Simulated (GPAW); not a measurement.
A calculation with GPAW 26.7.0 of PbS (native input, structure from a POSCAR):

The input run.py:

```python
from ase.io import read
from gpaw import PW
from gpaw.dft import DFT

atoms = read('POSCAR')

dft = DFT(atoms,
          mode=PW(600),
          xc='PBE',
          kpts={'size': (8, 8, 7), 'gamma': True},
          occupations={'name': 'fermi-dirac', 'width': 0.05},
          nbands=19,
          convergence={'density': 1e-05, 'energy': 1e-05},
          maxiter=150,
          txt='gpaw.txt')
print(f'Energy: {dft.calculate_energy():.6f} eV')
print('Forces (eV/A):')
print(dft.calculate_forces().round(4))
print('Stress (eV/A^3):', dft.calculate_stress().round(6))
dft.write_gpw_file('gs.gpw')
```

POSCAR

```
PbS
1.0
    4.0896976867      0.0000000000      0.0000000000
   -2.0448488433      3.5417820905      0.0000000000
    0.0000000000      0.0000000000      3.7881670000
Pb S
1 1
Direct
    0.0000000000      0.0000000000      0.0000000000
    0.6666666667      0.3333333333      0.5000000000
```

Potentials or basis: GPAW PAW data sets (gpaw-data 1.2.1), pw.

Launch:

```bash
$ OMP_NUM_THREADS=1 python run.py
```

Measurements of this composition are mostly on another form, of space group No. 225.

Q: Write the same calculation in another form: ASE script, structure typed inline.

A: As run:

The input run.py:

```python
from ase import Atoms
from ase.dft.bandgap import bandgap
from ase.io import write
from ase.units import GPa
from gpaw import GPAW, PW

atoms = Atoms(['Pb', 'S'],
              cell=[[4.0896976867, 0.0, 0.0],
                    [-2.0448488433, 3.5417820905, 0.0],
                    [0.0, 0.0, 3.788167]],
              scaled_positions=[[0.0, 0.0, 0.0],
                                [0.6666666667, 0.3333333333, 0.5]],
              pbc=True)

calc = GPAW(mode=PW(600),
            xc='PBE',
            kpts={'size': (8, 8, 7), 'gamma': True},
            occupations={'name': 'fermi-dirac', 'width': 0.05},
            nbands=19,
            convergence={'density': 1e-05, 'energy': 1e-05},
            maxiter=150,
            txt='gpaw.txt')
atoms.calc = calc
energy = atoms.get_potential_energy()
forces = atoms.get_forces()
stress = atoms.get_stress()
calc.write('gs.gpw')
write('result.traj', atoms)
print(f'Energy: {energy:.6f} eV')
print('Forces (eV/A):')
print(forces.round(4))
print('Stress (GPa):', (stress / GPa).round(3))
print('Fermi level:', round(calc.get_fermi_level(), 4), 'eV')
print(f'Gap: {bandgap(calc)[0]:.4f} eV, direct: {bandgap(calc, direct=True)[0]:.4f} eV')
```

Potentials or basis: GPAW PAW data sets (gpaw-data 1.2.1), pw.

Run with:

```sh
$ OMP_NUM_THREADS=1 python run.py
```

Both were run:

|  | native input, structure from a POSCAR | ASE script, structure typed inline |
| --- | --- | --- |
| Pressure | -0.2 GPa | -0.2 GPa |
| Band gap on the k mesh | 0.18 eV, indirect (least direct gap 1.62 eV) | 0.18 eV, indirect (least direct gap 1.62 eV) |

Keys that steer only the numerical path or the files written may differ.

Caveat: spin-orbit coupling is left out, which as a rule narrows the gap of such compounds by several tenths of an eV; an odd mesh through Γ misses points on the zone boundary, where band edges often lie.
